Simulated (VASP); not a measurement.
# Mg in VASP: relaxation of the atoms with LDA

Aim: the relaxation of the atoms of Mg with LDA.

Everything below comes from runs of VASP 6.6.1. Logs are shortened: lines on timing, memory, paths and dates and some standing lists are left out, and cuts for length are marked.

### Step 1. The structure

The cell holds a slab with vacuum, 16 atoms: a = 6.617 Å, b = 6.617 Å, c = 33.279 Å, α = 90.00°, β = 90.00°, γ = 120.00°.

The cell was built by a generator and needn't be a form met in nature.

### Step 2. Relaxation of the atoms, LDA

INCAR reads:

```
SYSTEM = Mg
PREC = Accurate
ENCUT = 520
EDIFF = 1E-7
ISMEAR = 1
SIGMA = 0.1
LREAL = .FALSE.
LASPH = .TRUE.
NELM = 120
ALGO = Normal
ISIF = 2
LWAVE = .FALSE.
LCHARG = .FALSE.
LDIPOL = .TRUE.
IDIPOL = 3
DIPOL = 0.5 0.5 0.500
GGA = CA
IBRION = 2
NSW = 90
EDIFFG = -0.02
KPAR = 4
```

KPOINTS reads:

```
regular mesh
0
G
  6 6 1
  0 0 0
```

POSCAR reads:

```
Mg
1.0
    0.0000000000      6.6173210300      0.0000000000
   -5.7307680900     -3.3086605700      0.0000000000
    0.0000000000      0.0000000000     33.2793400800
Mg
16
Direct
    0.6666670000      0.0000000000      0.3919565600
    0.6666670000      0.5000000000      0.3919565600
    0.1666670000      0.0000000000      0.3919565600
    0.1666670000      0.5000000000      0.3919565600
    0.8333330000      0.8333340000      0.4639845400
    0.8333330000      0.3333340000      0.4639845400
    0.3333330000      0.8333340000      0.4639845400
    0.3333330000      0.3333340000      0.4639845400
    0.6666670000      0.0000000000      0.5360154600
    0.6666670000      0.5000000000      0.5360154600
    0.1666670000      0.0000000000      0.5360154600
    0.1666670000      0.5000000000      0.5360154600
    0.8333330000      0.8333340000      0.6080434400
    0.8333330000      0.3333340000      0.6080434400
    0.3333330000      0.8333340000      0.6080434400
    0.3333330000      0.3333340000      0.6080434400
```

Potentials or basis: VASP PAW LDA potentials, release 64 (Mg).

Command:

```bash
$ cat potpaw_LDA.64/Mg/POTCAR > POTCAR
$ mpirun -np 4 vasp_std > vasp.out
```

OUTCAR:

```text
SYSTEM = Mg
   PREC = Accurate
   ENCUT = 520
   EDIFF = 1E-7
   ISMEAR = 1
   LREAL = .FALSE.
   LASPH = .TRUE.
   NELM = 120
   ISIF = 2
   GGA = CA
   IBRION = 2
   NSW = 90
   EDIFFG = -0.02

 ion  position               nearest neighbor table
   1  0.667  0.000  0.392-   5 3.07   7 3.07   6 3.07   4 3.31   4 3.31   3 3.31   3 3.31   2 3.31
                             2 3.31
   2  0.667  0.500  0.392-   6 3.07   8 3.07   5 3.07   3 3.31   3 3.31   4 3.31   4 3.31   1 3.31
                             1 3.31
   3  0.167  0.000  0.392-   7 3.07   5 3.07   8 3.07   2 3.31   2 3.31   1 3.31   1 3.31   4 3.31
                             4 3.31
   4  0.167  0.500  0.392-   8 3.07   6 3.07   7 3.07   1 3.31   1 3.31   2 3.31   2 3.31   3 3.31
                             3 3.31
   5  0.833  0.833  0.464-   1 3.07   3 3.07   2 3.07   9 3.07  11 3.07  10 3.07   8 3.31   8 3.31
                             7 3.31   7 3.31   6 3.31   6 3.31
   6  0.833  0.333  0.464-   2 3.07   4 3.07   1 3.07  10 3.07  12 3.07   9 3.07   7 3.31   7 3.31
                             8 3.31   8 3.31   5 3.31   5 3.31
   7  0.333  0.833  0.464-   3 3.07   1 3.07   4 3.07  11 3.07   9 3.07  12 3.07   6 3.31   6 3.31
                             5 3.31   5 3.31   8 3.31   8 3.31
   8  0.333  0.333  0.464-   4 3.07   2 3.07   3 3.07  12 3.07  10 3.07  11 3.07   5 3.31   5 3.31
                             6 3.31   6 3.31   7 3.31   7 3.31
   9  0.667  0.000  0.536-  13 3.07  15 3.07  14 3.07   5 3.07   7 3.07   6 3.07  12 3.31  12 3.31
[... 22 lines left out ...]
 A1 = (   0.0000000000,   6.6173210300,   0.0000000000)
 A2 = (  -5.7307680900,  -3.3086605700,   0.0000000000)
 A3 = (   0.0000000000,   0.0000000000,  33.2793400800)

Analysis of symmetry for initial positions (statically):
=====================================================================
 Subroutine PRICEL returns following result:

  LATTYP: Found a hexagonal cell.
 ALAT       =     3.3086605150
 C/A-ratio  =    10.0582516487

  Lattice vectors:

 A1 = (   0.0000000000,   3.3086605150,   0.0000000000)
 A2 = (  -2.8653840450,  -1.6543302850,   0.0000000000)
 A3 = (   0.0000000000,   0.0000000000,  33.2793400800)

   4 primitive cells build up your supercell.

 Routine SETGRP: Setting up the symmetry group for a
 hexagonal supercell.

 Subroutine GETGRP returns: Found 12 space group operations
 (whereof  2 operations were pure point group operations)
 out of a pool of 24 trial point group operations.

The static configuration has the point symmetry C_2 .
 The point group associated with its full space group is D_3d.

[... 141 lines left out ...]
 conjugate gradient relaxation of ions
 non-spin polarized calculation
 Methfessel and Paxton  Order N= 1 SIGMA  =   0.10
  energy-cutoff  :      520.00
  volume of cell :     1262.03
 maximum number of plane-waves:     34083
 NGX is ok and might be reduce to    50
   NGX = 25   NGY = 25   NGZ =123

--------------------------------------- Ionic step        1  -------------------------------------------

 number of electron      32.0000000 magnetization

 Free energy of the ion-electron system (eV)
  ---------------------------------------------------
  ext. energy  EPLUGINS =         0.00000000
  ---------------------------------------------------
  free energy    TOTEN  =       -25.05533180 eV

  energy without entropy =      -25.03547052  energy(sigma->0) =      -25.04871137

------------------------ aborting loop because EDIFF is reached ----------------------------------------

  FORCE on cell =-STRESS in cart. coord.  units (eV):
  Direction    XX          YY          ZZ          XY          YZ          ZX
  --------------------------------------------------------------------------------------
  -------------------------------------------------------------------------------------
  Total      -11.4019997    -11.4019998      3.4375646     -0.0000001      0.0000000      0.0000000
  in kB      -14.4751097    -14.4751099      4.3640699     -0.0000001      0.0000000      0.0000000
  external PRESSURE =      -8.1953832 kB  Pullay stress =       0.0000000 kB
[... 31 lines left out ...]
  FREE ENERGIE OF THE ION-ELECTRON SYSTEM (eV)
  ---------------------------------------------------
  free  energy   TOTEN  =       -25.0553318022 eV

  energy  without entropy=      -25.0354705175  energy(sigma->0) =      -25.04871137

 dipolmoment           0.000000      0.000000      0.000000 electrons x Angstroem

--------------------------------------- Ionic step        2  -------------------------------------------

 number of electron      32.0000000 magnetization

------------------------ aborting loop because EDIFF is reached ----------------------------------------
[... 345 lines left out ...]
--------------------------------------- Ionic step        9  -------------------------------------------

 number of electron      32.0000000 magnetization

 dipolmoment           0.000000      0.000000     -0.000000 electrons x Angstroem

 Free energy of the ion-electron system (eV)
  ---------------------------------------------------
  ext. energy  EPLUGINS =         0.00000000
  ---------------------------------------------------
  free energy    TOTEN  =       -25.10721377 eV

  energy without entropy =      -25.11031631  energy(sigma->0) =      -25.10824795

 E-fermi :  -1.9884     XC(G=0):  -3.1209

 val. band max:       -2.0342047864   @ k =   0.3333   0.1667   0.0000
 cond. band min:      -1.9336143706   @ k =   0.3333   0.1667   0.0000
 fundamental gap:      0.1005904158
 Fermi energy:        -1.9883777627

 k-point     1 :       0.0000    0.0000    0.0000
  band No.  band energies     occupation
      1      -8.4911      2.00000
      2      -7.6306      2.00000
      3      -6.2289      2.00000
      4      -4.3251      2.00000
      5      -4.0899      2.00000
      6      -4.0899      2.00000
[... 185 lines left out ...]
     24      -0.1439     -0.00000
     25       0.8970      0.00000

------------------------ aborting loop because EDIFF is reached ----------------------------------------

 vacuum level on the upper side and lower side of the slab       (xc-potential included)        -0.006        -0.006

  FORCE on cell =-STRESS in cart. coord.  units (eV):
  Direction    XX          YY          ZZ          XY          YZ          ZX
  --------------------------------------------------------------------------------------
  -------------------------------------------------------------------------------------
  Total      -12.2780273    -12.2780274     -0.0144129     -0.0000001     -0.0000000      0.0000000
  in kB      -15.5872475    -15.5872477     -0.0182976     -0.0000001     -0.0000000      0.0000000
  external PRESSURE =     -10.3975976 kB  Pullay stress =       0.0000000 kB
[... 31 lines left out ...]
  FREE ENERGIE OF THE ION-ELECTRON SYSTEM (eV)
  ---------------------------------------------------
  free  energy   TOTEN  =       -25.1072137695 eV

  energy  without entropy=      -25.1103163116  energy(sigma->0) =      -25.10824795

 reached required accuracy - stopping structural energy minimisation

 vacuum level on the upper side and lower side of the slab         1.906         1.906
```

CONTCAR:

```text
Mg
   1.00000000000000
     0.0000000000000000    6.6173210300000003    0.0000000000000000
    -5.7307680899999998   -3.3086605699999998    0.0000000000000000
     0.0000000000000000    0.0000000000000000   33.2793400799999972
  Mg
    16
Direct
     0.6666669999999968    0.0000000000000000    0.3888898485371590
     0.6666669999999968    0.5000000000000000    0.3888898485371590
     0.1666669999999968    0.0000000000000000    0.3888898485371590
     0.1666669999999968    0.5000000000000000    0.3888898485371590
     0.8333330000000032    0.8333340000000007    0.4632375629768660
     0.8333330000000032    0.3333340000000007    0.4632375629768660
[... 8 lines left out ...]
     0.3333330000000032    0.8333340000000007    0.6111101514628411
     0.3333330000000032    0.3333340000000007    0.6111101514628411

  0.00000000E+00  0.00000000E+00  0.00000000E+00
  0.00000000E+00  0.00000000E+00  0.00000000E+00
  0.00000000E+00  0.00000000E+00  0.00000000E+00
  0.00000000E+00  0.00000000E+00  0.00000000E+00
  0.00000000E+00  0.00000000E+00  0.00000000E+00
  0.00000000E+00  0.00000000E+00  0.00000000E+00
[... 8 lines left out ...]
  0.00000000E+00  0.00000000E+00  0.00000000E+00
  0.00000000E+00  0.00000000E+00  0.00000000E+00
```

It took 17 min on 4 MPI ranks of Intel Xeon 6975P-C (Granite Rapids), shared host; peak memory 0.88 GiB.

What came out:

```yaml
Free_energy: -25.1072 eV
Energy_gained_by_relaxing: 3.2 meV/atom
Ionic_steps: 9
Band_gap_on_the_k_mesh: none (metal or under the smearing width)
```

The path:
```tsv
step	energy change (eV)	largest force (eV/Å)	pressure (GPa)
1	0.0000	0.1294	-0.82
2	-0.0064	0.1180	-0.83
3	-0.0210	0.0832	-0.88
4	-0.0293	0.1384	-0.95
5	-0.0361	0.1211	-0.97
6	-0.0476	0.0725	-1.04
7	-0.0484	0.0563	-1.06
8	-0.0511	0.0262	-1.05
9	-0.0519	0.0016	-1.04
```

Final structure:
```
Mg
1.0
     0.00000    6.61732    0.00000
    -5.73077   -3.30866    0.00000
     0.00000    0.00000   33.27934
Mg
16
Direct
  0.66667 0.00000 0.38889
  0.66667 0.50000 0.38889
  0.16667 0.00000 0.38889
  0.16667 0.50000 0.38889
  0.83333 0.83333 0.46324
  0.83333 0.33333 0.46324
  0.33333 0.83333 0.46324
  0.33333 0.33333 0.46324
  0.66667 0.00000 0.53676
  0.66667 0.50000 0.53676
  0.16667 0.00000 0.53676
  0.16667 0.50000 0.53676
  0.83333 0.83333 0.61111
  0.83333 0.33333 0.61111
  0.33333 0.83333 0.61111
  0.33333 0.33333 0.61111
```
